The calculation treats 82 electrons per surface cell explicitly and leaves the inner cores to the datasets. That is enough to fill 41 bands with two electrons each. If one range of energy around the Fermi level were free of bands across the whole surface zone, exactly 41 bands would lie below that level everywhere. Here the count changes: the same calculation gives 40 at G, 41 at K and 42 at the point (0.4444, 0.1111). The highest level below the Fermi level, called b1 in the table, therefore belongs to different bands at different points. It is continuous only while the count stays the same.

Kohn–Sham levels of a relaxed five-plane PtTe₄ slab with (001) faces, computed with Ansatz 0.2.0 using PBE-D3(BJ), plane waves and PAW, scalar-relativistic and without spin polarisation. The cutoff is 420 eV, the k mesh 9×9×1 and the Gaussian smearing 0.1 eV wide. Outer orbital weights are Löwdin weights on the outer planes of both faces together.

| point label | point a (reciprocal cell vectors) | point b (reciprocal cell vectors) | level b1 from the Fermi level (eV) | outer orbital weight b1 | level b2 from the Fermi level (eV) | outer orbital weight b2 | level a1 from the Fermi level (eV) |
| --- | --- | --- | --- | --- | --- | --- | --- |
| M | 0.5000 | 0.0000 | -0.960 | 0.840 | -1.110 | 0.800 | 0.080 |
| between | 0.4167 | 0.0000 | -0.620 | 0.880 | -1.080 | 0.800 | 0.090 |
| between | 0.3333 | 0.0000 | -0.520 | 0.940 | -0.940 | 0.740 | 0.320 |
| between | 0.2500 | 0.0000 | -0.030 | 0.860 | -0.830 | 0.840 | 0.540 |
| between | 0.1667 | 0.0000 | -0.570 | 0.880 | -0.610 | 0.860 | 0.660 |
| between | 0.0833 | 0.0000 | -0.350 | 0.880 | -0.890 | 0.880 | 0.230 |
| G | 0.0000 | 0.0000 | -0.220 | 0.880 | -0.220 | 0.880 | 0.610 |
| between | 0.0556 | 0.0556 | -0.580 | 0.860 | -0.850 | 0.900 | 0.280 |
| between | 0.1111 | 0.1111 | 0.000 | 0.920 | -0.080 | 0.900 | 0.920 |
| between | 0.1667 | 0.1667 | -0.140 | 0.900 | -0.410 | 0.880 | 0.210 |
| between | 0.2222 | 0.2222 | -0.230 | 0.880 | -1.150 | 0.860 | 0.070 |
| between | 0.2778 | 0.2778 | -0.230 | 0.900 | -0.380 | 0.920 | 0.430 |
| K | 0.3333 | 0.3333 | -0.810 | 0.960 | -1.550 | 0.650 | 0.080 |
| between | 0.3611 | 0.2778 | -0.010 | 0.900 | -0.710 | 0.940 | 0.180 |
| between | 0.3889 | 0.2222 | -0.690 | 0.940 | -1.360 | 0.740 | 0.120 |
| between | 0.4167 | 0.1667 | -0.110 | 0.880 | -0.790 | 0.940 | 0.410 |
| between | 0.4444 | 0.1111 | -0.360 | 0.920 | -0.630 | 0.820 | 0.500 |
| between | 0.4722 | 0.0556 | -0.080 | 0.940 | -0.830 | 0.840 | 0.330 |

**What happens**

The levels b1 and b2 are the first and second below the Fermi level, and a1 is the first above it. Points a and b give the position in the surface zone. The last rows run from K along the zone edge towards M, whose own row stands at the top. On this edge b1 leaps up by 0.80 eV in the first step from K, zigzags, and drops by 0.88 eV in the last step to M.

A band of a crystal doesn't jump like this, because its energy is a continuous function of position in the zone. The missing continuity is found in the neighbouring column. At the first point after K, b1 is −0.01 eV and b2 is −0.71 eV, and it is b2 that continues the level found at −0.81 eV at K. The old band has moved by only 0.10 eV, while another band has slipped below the Fermi level and taken over the name b1.

This also tells how large such a jump will be. A band that has just crossed the Fermi level enters the list near zero, and the former b1 becomes b2. The jump is thus the depth of the former b1 below the Fermi level, less the depth at which the new band enters. It reflects mainly the spacing of two bands and not the slope of either.

**How large the breaks are**

The smooth model has no adjustable constant: number the bands from the bottom in order of energy and follow one number. Along the edge, b1 changes by 0.58 eV per step on average. Band 41 changes by 0.12 eV and band 42 by 0.19 eV. The printed output after this text lists these differences for the edge, with the other comparisons used here.

The run stores numbered levels at every point of the path, so the band counts could be read off directly. Here they were taken from the mesh where an edge point lies on it, and elsewhere chosen to keep the bands continuous. Some of the smoothness is therefore built in. A test free of that choice is to draw a line at −0.5 eV and take the highest level below it at each edge point. This gives a gentle sequence between −0.63 and −0.96 eV, which agrees with band 41 at every sampled edge point.

The line from G to M holds another clear break. At the point (0.25, 0), b1 lies about half an eV above the mean of its two neighbours. Only the step on the side towards G is a change of band; towards M the same band really falls. Mesh levels on either side allow an estimate that doesn't use this row. Band 41 is at 0.226 eV at 0.2222 and at −0.522 eV at 0.3333, and 0.25 lies a quarter of the way between them:

0.226 − 0.25 × (0.226 + 0.522) = 0.039 eV.

The table gives −0.03 eV for b1. The miss of 0.07 eV is about a tenth of the band's fall between the two mesh points, so the identification with band 41 is sound. Yet the estimate puts the level on the wrong side of the Fermi level. Close to a crossing, an error too small to matter for the band's shape is enough to change its name.

The opposite trap occurs on the line from G to K. At (0.2222, 0.2222) and at the next point, b1 has the same value, −0.23 eV, which looks like a flat band. It is band 41 at the first point and band 42 at the second. Between them band 41 falls by 0.15 eV and band 42 by 0.30 eV, so a smooth column is no proof that one band has been followed.

**Why the Fermi level cuts so many bands**

An even number of electrons permits a gap but doesn't guarantee one. Band 41 reaches 0.61 eV at G, while band 42 descends to −0.36 eV on the zone edge. The two overlap in energy by at least 0.97 eV although they keep their order at each single point. Electrons leave the top of band 41 and part of band 40 near G and occupy the low parts of band 42 elsewhere, which makes the slab a metal. PBE tends to exaggerate such overlaps, so the true one may be smaller.

The composition suggests a chemical reason. Bulk PtTe₂ consists of Te–Pt–Te trilayers, in which platinum supplies electrons that help to fill the tellurium p shell. This slab is one such trilayer with an extra plane of tellurium on each face, hence the formula PtTe₄. The added atoms bring p shells that are only partly filled, but no further platinum to fill them.

Tellurium can also complete its shell by forming a few short bonds to other tellurium atoms. In this small, symmetric cell each outer atom has three equal tellurium contacts instead, which favours broad, partly filled bands. That is an argument from bonding; the table doesn't resolve the levels by orbital. A larger cell, in which the face could reconstruct, might open gaps at some of these crossings, and that was not tried.

**What remains after the renaming**

Close approaches of two bands survive when the bands are followed by number. On the zone edge, at (0.4444, 0.1111), bands 41 and 42 are only 0.27 eV apart, against 0.68 and 0.75 eV at the edge points on either side. Band 41 rises there while band 42 dips. On the line from G to K they come closer still, to 0.15 eV at (0.2778, 0.2778). In both places the points are too coarse to tell whether the bands cross nearby or repel each other.

The region next to G needs more than the table. At (0.0556, 0.0556), b1 is −0.58 eV, well below its values at both neighbouring points. Either one band dips there, or a band rises through the Fermi level and returns, leaving a lower one to be called b1. The three levels in the table allow both readings, but the numbered levels that the run stores along the path show that the second is right. At this point band 40 lies at 0.28 eV, which is the level a1, and band 41 at 0.49 eV. Band 40 is below the Fermi level at G and again at (0.1111, 0.1111), so it has risen through and returned. That leaves bands 39 and 38 to be called b1 and b2.

It is tempting to explain a sudden high b1 by a surface state that appears at some points only. The outer orbital weight of b1 gives no support, since it stays between 0.84 and 0.96 in every row, with or without a jump. If the two outer planes are counted on each face, they contain all the tellurium and leave out only platinum. A high weight then means tellurium character, and a slab of five planes has no bulk-like interior with which to compare it.

**What to do about it**

Plot bands by their number, never by their place relative to the Fermi level, if slopes or widths are to be read from them. Where only the nearest levels are listed, look at b2 and a1 whenever b1 jumps: if the count has changed by one, one of them continues the old curve. If it has changed by two, as it does between the first two points from G towards K, the old band can drop out of so short a list. Where two numbered bands come close, add points and compare their symmetry or orbital character. Numbering by energy exchanges the partners at a true crossing and leaves a kink.

A slab with one energy gap common to the whole zone would need less care. Its b1 would be the top filled band at every point, and the column could be read directly, apart from kinks at crossings among filled bands. In a metallic slab the names are fragile. On this zone edge, band 42 stays within about 0.12 eV of the Fermi level at every listed point but one, and the smearing used to fill the levels has a similar width.

The omission of spin–orbit coupling matters at just these places. The coupling is strong in tellurium and platinum; it can split the paired levels at G and K and move the crossings, so the exact points at which b1 changes its band should not be carried over to a real sample. The run also carries a warning that the exchange–correlation potential is rough where the electron density is thin. How far this shifts the levels isn't known here, but a small shift is enough to rename a band that lies close to the Fermi level. The slab also differs from the natural cleaved face of PtTe₂, which has no extra tellurium plane. To look for surface states on that face, start from whole trilayers and use enough of them to provide an interior.

Printed output of the fit:

```
b1, step from K to the next edge point (eV): 0.8
b1, size of the last edge step to M (eV): 0.88
b1, mean size of the six edge steps (eV): 0.5783
band 42, mean size of the six edge steps (eV): 0.19
band 41, mean size of the six edge steps (eV): 0.1183
band 42, largest edge step before M (eV): 0.28
band 41, largest edge step before M (eV): 0.2
b1 at (0.3611, 0.2778) less mean of its neighbours (eV): 0.74
band 42 at the same point less mean of its neighbours (eV): -0.11
b1 at (0.25, 0) less mean of its neighbours (eV): 0.515
band 41 interpolated to (0.25, 0) (eV): 0.039
band 40 interpolated to (0.25, 0) (eV): -0.8055
b1 step from (0.2222, 0.2222) to (0.2778, 0.2778) (eV): 0
band 41 step between the same points (eV): -0.15
band 42 step between the same points (eV): -0.3
distance of bands 41 and 42 at (0.4167, 0.1667) (eV): 0.68
distance of bands 41 and 42 at (0.4444, 0.1111) (eV): 0.27
distance of bands 41 and 42 at (0.4722, 0.0556) (eV): 0.75
band 41 at G less band 42 at (0.4444, 0.1111), the overlap (eV): 0.97
lowest outer orbital weight of b1: 0.84
highest outer orbital weight of b1: 0.96
lowest outer orbital weight of b2: 0.65
```
